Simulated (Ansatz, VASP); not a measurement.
**One calculation of AlN, two programs**

```
Al N
1.0
     3.18310    0.00000    0.00000
    -1.59155    2.75664    0.00000
     0.00000    0.00000    4.90664
Al N
2 2
Direct
  0.33333 0.66667 0.49582
  0.66667 0.33333 0.99582
  0.33333 0.66667 0.88418
  0.66667 0.33333 0.38418
```

Alike in both runs: functional r2SCAN; k mesh 9 × 9 × 6; occupations gaussian, width 0.02 eV; no spin polarisation.

Ansatz relaxed the structure, and its values are those at the end. VASP's run is a single point on that final structure, the one shown.

```csv
,VASP,Ansatz
version,VASP 6.6.1,Ansatz 0.2.0
potentials or method,"VASP PAW PBE potentials, release 64 (Al, N)","scalar-relativistic, plane waves, PAW"
plane-wave cutoff (eV),520,500
valence electrons in the cell,16,16
```

|  | VASP | Ansatz | Ansatz less VASP |
| --- | --- | --- | --- |
| gap on the k mesh at the Fermi level (eV) | 4.40 | 4.36 | -0.036 |
| least direct gap on the mesh (eV) | 4.40 | 4.36 | -0.036 |
| pressure (GPa) | -7.6 | -7.2 | +0.41 |

With one functional, cell and mesh, what is left measures potentials, basis and numerics.

Caveats: the PAW data sets were made with another functional, which shifts forces and pressure a little (VASP); an odd mesh through Γ misses points on the zone boundary, where band edges often lie. r2SCAN opens gaps a little over a GGA but as a rule still falls short of measured ones.
